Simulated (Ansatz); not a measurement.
TaN, DFT, PBE, PAW with Ansatz's default frozen-core files, scalar-relativistic (Ansatz 0.2.0), run on 1 thread of Intel(R) Xeon(R) Platinum 8488C (Sapphire Rapids) on a shared host.

The geometry is COD entry 1523630, unchecked; take it as a test cell. The listed cell was then made from it by scaling, straining or moving an atom.

Command: `ansatz run input.yaml --threads 1 --pin off --max-ram 4096MiB --backend cpu --events-out ev --progress --plain --runs-dir out`

```yaml
crystal:
  lattice:
    - [3.0480019786, 0.0304800198, 0.0304800198]
    - [-1.4976045179, 2.6244071343, 0.0111564616]
    - [0.04918, 0.04918, 4.918]
  atoms:
    - { symbol: Ta, position: [0.0, 0.0, 0.0] }
    - { symbol: Ta, position: [0.0, 0.0, 0.5] }
    - { symbol: "N", position: [0.3333333333, 0.6666666667, 0.25] }
    - { symbol: "N", position: [0.6666666667, 0.3333333333, 0.75] }
kpoints:
  mp_grid: { grid: [9, 9, 5] }
scf:
  occupations: { method: fermi_dirac, width: 0.01 }
hamiltonian:
  xc: pbe
  pseudopotentials: { kind: paw }
output:
  forces: true
  stress: true
  eigenvalues: true
  efg: { contact_densities: true }
```

Q: How large is the problem that the program sets up?

A: 203 irreducible k-points, 759 plane waves at Γ, 22 bands.

Q: Estimate the wall time and the peak memory.

A: 8.5 s of wall time for 6 SCF iterations, with a peak of 0.51 GiB. Times on shared machines scatter by tens of per cent.

Q: And the same cell and mesh by crystal-made all-electron datasets, asked for forces, stress, eigenvalues, efg, on the same hardware?

A: 100 s, peak memory 1.8 GiB.
